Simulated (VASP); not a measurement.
Write the native input for VASP 6.6.1 that does the following.

```yaml
Task: band structure
Functional: HSE06
Potentials_or_basis: VASP PAW PBE potentials, release 64 (Te, Mo_sv)
Cutoff: 520 eV
k_mesh: 9 × 9 × 1
Occupations: gaussian, width 0.03 eV
Spin: no spin polarisation
Grid_for_exact_exchange_PRECFOCK: Fast
Dipole_correction: yes
Screening_parameter: 0.2 1/A
Further_INCAR_settings: ALGO = Normal; EDIFF = 1e-06; NBANDS = 20
```

Te2Mo, a slab with vacuum:

```
CELL_PARAMETERS angstrom
3.50253 0.00000 0.00000
-1.75126 3.03328 0.00000
0.00000 0.00000 21.60519
ATOMIC_POSITIONS crystal
Te 0.33333 0.66667 0.41584
Te 0.33333 0.66667 0.58416
Mo 0.66667 0.33333 0.50000
```

These files were run (other wordings do the same):

POSCAR

```
Te2Mo                                   
1.0
    3.5025290828      0.0000000000      0.0000000000
   -1.7512645414      3.0332791676      0.0000000000
    0.0000000000      0.0000000000     21.6051888000
  Te              Mo            
     2     1
Direct
     0.3333333300000021    0.6666666699999979    0.4158430858469302
     0.3333333300000021    0.6666666699999979    0.5841569141530698
     0.6666666699999979    0.3333333300000021    0.5000000000000000
```

INCAR.step1

```
PREC = Accurate
ENCUT = 520
EDIFF = 1E-5
ISMEAR = 0
SIGMA = 0.03
LREAL = False
LASPH = True
NELM = 80
ALGO = Normal
ISIF = 2
LWAVE = True
LCHARG = False
LMAXMIX = 4
LDIPOL = True
IDIPOL = 3
DIPOL = 0.5 0.5 0.500
NBANDS = 20
LVHAR = True
LVACPOTAV = True
KPAR = 8
GGA = PE
```

INCAR.step2

```
PREC = Accurate
ENCUT = 520
EDIFF = 1E-6
ISMEAR = 0
SIGMA = 0.03
LREAL = False
LASPH = True
NELM = 80
ALGO = Normal
ISIF = 2
LWAVE = False
LCHARG = False
LMAXMIX = 4
LDIPOL = True
IDIPOL = 3
DIPOL = 0.5 0.5 0.500
GGA = PE
LHFCALC = True
HFSCREEN = 0.2
PRECFOCK = Fast
NBANDS = 20
LVHAR = True
LVACPOTAV = True
KPAR = 8
ISTART = 1
```

KPOINTS

```
Automatic mesh
0
Gamma
  9 9 1
```

KPOINTS_OPT

```
explicit points
3
Reciprocal
 0.0000000000  0.0000000000  0.0000000000 1
 0.5000000000  0.0000000000  0.0000000000 1
 0.3333333300  0.3333333300  0.0000000000 1
```

Potentials or basis: VASP PAW PBE potentials, release 64 (Te, Mo_sv).

The run is started by

```sh
$ cat potpaw_PBE.64/Te/POTCAR potpaw_PBE.64/Mo_sv/POTCAR > POTCAR
$ cp INCAR.step1 INCAR
$ mpirun -np 8 vasp_std > vasp.out
$ cp INCAR.step2 INCAR
$ mpirun -np 8 vasp_std > vasp.out
```

It gave:

```yaml
Largest_force: 0.434 eV/Å
Band_gap_on_the_k_mesh: 1.65 eV, direct
Band_gap_along_the_path: 1.65 eV, direct
Ionisation_potential_of_the_upper_face: 5.16 eV
```

Caveat: the PAW data sets were made with another functional, which shifts forces and pressure a little; spin-orbit coupling is left out, which moves the levels of the heavy elements.

Wall time 8 min on 8 MPI ranks on Intel(R) Xeon(R) Platinum 8559C (Emerald Rapids) (shared host), peak memory 0.57 GiB a rank.
